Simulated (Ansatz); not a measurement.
SCF convergence of In2Sb against the mixing preconditioner

All numbers below come from DFT PBEsol, scalar-relativistic, plane waves, PAW (Ansatz).

```xyz
6
Lattice="5.3799 0.0000 0.0000 -2.6900 4.6591 0.0000 0.0000 0.0000 6.7226" Properties=species:S:1:pos:R:3 pbc="T T T"
In    2.6900    1.5530    1.6806
In    0.0000    3.1061    5.0419
In    0.0000    0.0000    3.3613
In    0.0000    0.0000    0.0000
Sb    2.6900    1.5530    5.0419
Sb    0.0000    3.1061    1.6806
```

| Quantity | Value |
| --- | --- |
| plane-wave cutoff | 420 eV |
| Γ-centred k-mesh | 12×12×6 |
| occupation rule | Gaussian smearing, 0.1 eV |
| spin treatment | unpolarised |

Each run starts from superposed atomic densities and uses the program's default quasi-Newton mixer with a history of 8, at most 120 iterations and the default threshold on the density residual; only the mixing preconditioner differs.

| mixing preconditioner | iterations | converged | density residual (eV) at iterations 1, 3, 5 |
| --- | --- | --- | --- |
| kerker | 8 | yes | 0.67 0.014 7.4e-05 |
| ldos | 8 | yes | 0.67 0.025 0.00014 |
| local-kerker | 7 | yes | 0.67 0.0068 6.2e-06 |
| resta | 7 | yes | 0.67 0.01 2e-05 |

Cost: 4 runs of about 5.3 core-minutes in all, on Intel Xeon Processor @ 2.50GHz (Skylake/Cascade Lake) (shared hosts).